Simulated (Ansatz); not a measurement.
# Charge transition levels of the Zr vacancy in ZrS2, term by term

The calculation used Ansatz 0.2.0, DFT PBE, scalar-relativistic, plane waves, PAW. Run with 420 eV cutoff, 2×2×2 k-mesh, shifted by half a step, Gaussian smearing of 0.01 eV, collinear spin.

Host crystal, relaxed:

```
Zr S
1.0
     3.68521    0.00000    0.00000
    -1.84260    3.19148    0.00000
     0.00000    0.00000    6.75791
Zr S
1 2
Cartesian
  0.0000 0.0000 0.0000
  1.8426 1.0638 5.3096
  0.0000 2.1277 1.4483
```

The Zr vacancy was set at (0.000, 0.000, 0.000) of the host cell, in a supercell of 36 sites (954 Å³), relaxed at fixed cell in each charge q, from a start with the atoms near it displaced at random. The host's Kohn–Sham gap is 1.14 eV and its static dielectric constant 36.6 (mean). For each charge: the supercell's free energy over the neutral one with q electrons exchanged at the valence band top, F(q) − F(0) + qE_v; the image-charge term; and the term that aligns the potential far from the defect with the host's.

```csv
q,F(q) − F(0) + qE_v (eV),image charge (eV),alignment (eV)
0,0.000,0.000,0.000
-1,-0.583,0.072,0.555
-2,-1.070,0.289,1.043
-3,-1.508,0.650,1.499
```

Q: Add the terms and find the levels between neighbouring charges, ε(q/q′) = [A(q′) − A(q)]/(q − q′), with and without the two corrections.

A: A(q): 0.000 eV for 0, 0.044 eV for -1, 0.262 eV for -2, 0.640 eV for -3.
```
  level corrected (eV over E_v) uncorrected (eV)
 (0/-1)                     0.04             -0.58
(-1/-2)                     0.22             -0.49
(-2/-3)                     0.38             -0.44
```

As a check, a point charge in a simple cubic cell of this volume has q²αe²/(2εL) = 0.057 q² eV (e² = 14.40 eV Å, α = 2.837, L = 9.84 Å); the shape of the real cell and the anisotropy of ε can change it somewhat. The term grows as q², so it pushes donor levels down and acceptor levels up.

Q: Which of these charges is lowest with the Fermi level at the valence band top, at mid-gap and at the conduction band bottom?

A: The line A(q) + qE_F that lies lowest gives the charge: 0 at E_F = 0.00 eV, -3 at E_F = 0.57 eV, -3 at E_F = 1.14 eV. In charge -2, -3 the cell has partly filled levels, from a carrier spread over the host's bands, a defect level that the small cell broadens into a band, or a degenerate defect level, so the levels beside it are doubtful. Charges beyond those computed could lie lower near the band edges.

Q: The neutral defect forms at 9.32 eV with atoms taken from and returned to the elements. What are the formation energies at those three Fermi levels, and what share of sites would hold the defect at 1200 K with E_F at mid-gap, if the host still stood at that temperature?

A: E_f = E_f(0) + A(q) + qE_F = 9.32, 8.25, 6.55 eV. In the dilute limit the share is exp(−E_f/k_BT) = exp(−8.255/0.1034) = 2.1×10⁻³⁵, leaving out degeneracy and vibrational entropy. This is the Zr-rich limit; a poorer supply of Zr lowers E_f, in a binary host by up to its heat of formation per Zr atom. The small cell and the narrow Kohn–Sham gap leave errors of tenths of an eV or more, which change the share by orders of magnitude.

Cost: 5 runs of about 33 core-minutes in all, on AMD EPYC 9R45 (Zen 5) (shared hosts).

Removing a Zr atom takes away the four electrons it formally gives to sulfur, leaving holes in S 3p states, so acceptor behaviour is expected. The calculation is consistent with this but doesn't settle how shallow the acceptor is: potential alignment, the larger correction for every level, helps carry all three from below the valence band edge into the gap. The uncorrected levels lie close together, and most of their corrected spacing comes from the image-charge term. This suggests weak repulsion between added electrons, as expected for delocalised S 3p holes and strong lattice screening; for such spread-out charge, a point-like correction may exaggerate the spacing.

The large formation energy reflects the cost of breaking strong, polar Zr–S bonds and makes equilibrium vacancies negligible under Zr-rich conditions. The host's c axis of 6.75791 Å is well above the known value for ZrS2, probably because PBE lacks dispersion attraction between the layers. Charge -4, which would formally fill all the holes, is missing, so even the preference for -3 at mid-gap remains provisional.
